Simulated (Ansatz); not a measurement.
## HgTe under changes of volume

One of the cells (32.157 Å³/atom); the others are scaled copies at fixed shape and fractional positions:

```
Hg Te
1.0
     0.00000    3.18000    3.18000
     3.18000    0.00000    3.18000
     3.18000    3.18000    0.00000
Hg Te
1 1
Cartesian
  0.0000 0.0000 0.0000
  3.1800 3.1800 3.1800
```

Measurements of this composition are mostly on another form, of space group No. 216.

* Program: Ansatz 0.2.0
* Functional: PBE
* Potentials or basis: Ansatz PAW
* Cutoff: 420 eV (not typed: the program's choice for these potentials)
* k mesh: 7 × 7 × 7
* Occupations: fermi-dirac, width 0.05 eV
* Spin: no spin polarisation

```tsv
volume (Å³/atom)	energy over the lowest point (meV/atom)	pressure (GPa)
30.228	0.00	-1.9
30.871	9.04	-2.6
31.514	20.75	-3.2
32.157	34.79	-3.7
32.801	?	?
33.444	68.50	-4.6
34.087	87.64	-4.9
```

What does the run at 32.801 Å³/atom give?

Energy over the lowest point 50.80 meV/atom; pressure -4.2 GPa.

Worked out: A Birch-Murnaghan fit of order 3 (a polynomial in V^(-2/3)) to the other rows has no minimum within the range. It gives 50.81 meV/atom at 32.801 Å³/atom, against the run's 50.80, and -dE/dV = -4.2 GPa, against -4.2.

Energies are extrapolated to zero smearing.
